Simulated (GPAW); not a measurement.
Here is a GPAW 26.7.0 calculation.

run.py

```python
from ase.dft.bandgap import bandgap
from ase.io import read, write
from gpaw import GPAW, PW
from gpaw.response.df import DielectricFunction

atoms = read('POSCAR')

calc = GPAW(mode=PW(400),
            xc='PBE',
            kpts={'size': (8, 8, 5), 'gamma': True},
            occupations={'name': 'fermi-dirac', 'width': 0.05},
            nbands=24,
            convergence={'density': 1e-06},
            maxiter=150,
            txt='gpaw.txt')
atoms.calc = calc
energy = atoms.get_potential_energy()
calc.write('gs.gpw')
write('result.traj', atoms)
print(f'Energy: {energy:.6f} eV')
print('Fermi level:', round(calc.get_fermi_level(), 4), 'eV')
print(f'Gap: {bandgap(calc)[0]:.4f} eV, direct: {bandgap(calc, direct=True)[0]:.4f} eV')

dense = calc.fixed_density(kpts={'size': (20, 20, 11), 'gamma': True},
                           nbands=38, convergence={'bands': 32, 'eigenstates': 1e-7},
                           update_fermi_level=True, txt='dense.txt')
dense.write('dense.gpw', mode='all')

df = DielectricFunction('dense.gpw', frequencies={'type': 'nonlinear', 'domega0': 0.05, 'omega2': 10},
                        eta=0.1, ecut=50, nbands=32, rate='eta', txt='df.txt')
for direction in ['x', 'z']:
    df.get_dielectric_function(xc='RPA', direction=direction, filename=f'df_{direction}.csv')
```

The input POSCAR:

```
Ti
1.0
    2.9302007457      0.0000000000      0.0000000000
   -1.4651003729      2.5376282840      0.0000000000
    0.0000000000      0.0000000000      4.6485896576
Ti
2
Direct
    0.6666666667      0.3333333333      0.7500000000
    0.3333333333      0.6666666667      0.2500000000
```

Potentials or basis: GPAW PAW data sets (gpaw-data 1.2.1), pw.

Launch:

```console
$ OMP_NUM_THREADS=1 python run.py
```

Question: Predict the band gap on the k mesh.

Answer: None (metal or under the smearing width).

Dielectric function (mean over the directions given):
```csv
energy (eV),real part,imaginary part
0.25,-65.16,145.04
1.15,7.94,36.10
2.18,-3.79,23.19
3.17,-2.27,15.06
4.16,-7.86,12.24
5.16,-4.86,3.59
6.15,-0.36,3.49
7.12,-3.30,3.06
8.16,-1.64,1.32
9.18,0.50,1.75
10.06,-0.14,2.38
11.09,-0.80,2.20
12.08,-1.07,1.36
13.00,-0.61,1.04
14.10,-0.37,0.78
15.13,-0.23,0.66
16.21,-0.11,0.52
17.36,0.06,0.35
18.58,0.21,0.26
19.87,0.35,0.21
```

Caveat: the intraband term hangs on this k mesh; the long-wavelength limit can be off by several per cent where d states take part; independent-particle spectra lack excitons.
